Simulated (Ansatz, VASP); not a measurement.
Two plane-wave programs on MgH2

INCAR

```
SYSTEM = MgH2
  ALGO = Normal
  EDIFF = 1E-6
  ENCUT = 520
  GGA = PE
  ISIF = 2
  ISMEAR = 0
  LASPH = .True.
  LCHARG = .True.
  LELF = .True.
  LREAL = .False.
  LVHAR = .True.
  LWAVE = .False.
  NBANDS = 13
  NELM = 100
  PREC = Accurate
  SIGMA = 0.1
```

The input KPOINTS:

```
k-points
0
Gamma
  6 4 4
  0 0 0
```

File POSCAR:

```
MgH2
1.0
    0.0000000000      0.0000000000      3.0124709468
    4.5173118301      0.0000000000      0.0000000000
    0.0000000000      4.5173118301      0.0000000000
Mg H
2 4
Direct
    0.0000000000      0.0000000000      0.0000000000
    0.5000000000      0.5000000000      0.5000000000
    0.0000000000      0.3042160132      0.3042160132
    0.0000000000      0.6957839868      0.6957839868
    0.5000000000      0.8042160132      0.1957839868
    0.5000000000      0.1957839868      0.8042160132
```

Input for Ansatz:

```yaml
crystal:
  lattice:
    - [0.0, 0.0, 3.0124709468]
    - [4.5173118301, 0.0, 0.0]
    - [0.0, 4.5173118301, 0.0]
  atoms:
    - { symbol: Mg, position: [0.0, 0.0, 0.0] }
    - { symbol: Mg, position: [0.5, 0.5, 0.5] }
    - { symbol: H, position: [0.0, 0.3042160132, 0.3042160132] }
    - { symbol: H, position: [0.0, 0.6957839868, 0.6957839868] }
    - { symbol: H, position: [0.5, 0.8042160132, 0.1957839868] }
    - { symbol: H, position: [0.5, 0.1957839868, 0.8042160132] }
basis:
  ecutwfc: 420
kpoints:
  mp_grid: { grid: [6, 4, 4] }
hamiltonian:
  xc: pbe
scf:
  occupations: { method: gaussian, width: 0.1 }
output:
  forces: true
  stress: true
  eigenvalues: true
```

Alike in both runs: task single point; functional PBE; k mesh 6 × 4 × 4; occupations gaussian, width 0.1 eV; no spin polarisation.

```csv
,VASP,Ansatz
version,VASP 6.6.1,Ansatz 0.2.0
potentials or method,"VASP PAW PBE potentials, release 64 (Mg, H)","scalar-relativistic, plane waves, PAW"
plane-wave cutoff (eV),520,420
valence electrons in the cell,8,24
```

Ansatz gave:

| Quantity | Value |
| --- | --- |
| gap on the k mesh at the Fermi level (eV) | 3.90 |
| least direct gap on the mesh (eV) | 4.71 |
| pressure (GPa) | 0.0 |
| largest component of the traceless stress (GPa) | 0.00 |
| rms of the force components (eV/Å) | 0.004 |

Task: What did VASP give for the same quantities?

Result: gap on the k mesh at the Fermi level (eV): 3.88; least direct gap on the mesh (eV): 4.70; pressure (GPa): -0.3; largest component of the traceless stress (GPa): 0.05; rms of the force components (eV/Å): 0.003.

Atom by atom the forces differ by 0.000 eV/Å (rms over components). The functional is the same, so the differences come from potentials, cutoffs and numerics. The two sets of potentials don't hold the same shells in valence.

A k mesh can miss the band edges.
